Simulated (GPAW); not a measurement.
The system is Li2Se.

```
CELL_PARAMETERS angstrom
0.00000 3.00250 3.00250
3.00250 0.00000 3.00250
3.00250 3.00250 0.00000
ATOMIC_POSITIONS crystal
Se 0.00000 0.00000 0.00000
Li 0.75000 0.75000 0.75000
Li 0.25000 0.25000 0.25000
```

Base run:

```yaml
Program: GPAW 26.7.0
Functional: r2SCAN
Potentials_or_basis: GPAW PAW data sets (gpaw-data 1.2.1)
Cutoff: 800 eV
Basis: pw
k_mesh: 8 × 8 × 8
Occupations: fermi-dirac, width 0.05 eV
Spin: no spin polarisation
```

Its results: band gap on the k mesh 3.48 eV, indirect (least direct gap 4.04 eV).

Task: After a change of settings the same cell gave: band gap on the k mesh 4.09 eV, indirect (least direct gap 4.54 eV). Which change was it?
A. functional from r2SCAN to PBE
B. functional from r2SCAN to TB-mBJ; potentials or basis from GPAW PAW data sets (gpaw-data 1.2.1) to GPAW PAW data sets for LDA (gpaw-data 1.2.1)
C. functional from r2SCAN to LDA; potentials or basis from GPAW PAW data sets (gpaw-data 1.2.1) to the program's PAW data sets (release 1.2.1) made for this functional

Result: B.

Caveats: a model potential gives levels but no total energy (some runs).
